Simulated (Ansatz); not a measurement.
Set up this calculation in Ansatz 0.2.0, as the native input.

```
Task                : single point
Functional          : PBEsol
Potentials or basis : JTH PAW
Cutoff              : 1350 eV (not typed: the program's choice for these potentials)
k mesh              : 6 × 6 × 6
Occupations         : fermi-dirac, width 0.05 eV
Spin                : no spin polarisation
```

Crystal: CuCl2.

```
Cu Cl
1.0
     4.52065    0.00000    0.00000
     0.00000    4.52065    0.00000
     0.00000    0.00000    4.31771
Cu Cl
1 2
Direct
  0.00000 0.00000 0.00000
  0.00000 0.50000 0.00000
  0.50000 0.00000 0.00000
```

Measurements of this composition are mostly on another form, of space group No. 12.

These files were run (other wordings do the same):

input.yaml

```yaml
crystal:
  lattice:
    - [4.520648, 0.0, 0.0]
    - [0.0, 4.520648, 0.0]
    - [0.0, 0.0, 4.317712]
  atoms:
    - { symbol: Cu, position: [0.0, 0.0, 0.0] }
    - { symbol: Cl, position: [0.0, 0.5, 0.0] }
    - { symbol: Cl, position: [0.5, 0.0, 0.0] }
hamiltonian:
  xc: pbesol
  pseudopotentials: { kind: paw, source: jth, xc_functional: pbe }
kpoints:
  mp_grid: { grid: [6, 6, 6] }
scf:
  occupations: { method: fermi_dirac, width: 0.05 }
output:
  forces: true
  stress: true
  eigenvalues: true
```

Potentials or basis: JTH PAW.

Launch:

```console
$ ansatz run input.yaml --threads 2 --pin off --max-ram 5632MiB --backend cpu --events-out ev --progress --plain --runs-dir out
```

It gave:

```
Pressure               : -1.6 GPa
Band gap on the k mesh : none (metal or under the smearing width)
```

Caveat: this functional lacks dispersion, which binds the layers, so the pressure and a relaxed spacing across them are unreliable; an odd number of electrons without spin polarisation forces a metal; a magnetic or distorted state may lie lower; the run has no spin polarisation, though such a crystal can be magnetic; semilocal functionals often make such compounds metallic where correlation or magnetic order opens a gap, which also shifts bond lengths.

It took 27 s on 2 threads of Intel(R) Xeon(R) Processor @ 2.50GHz (Skylake/Cascade Lake), with other jobs on the host, peak memory 0.76 GiB.
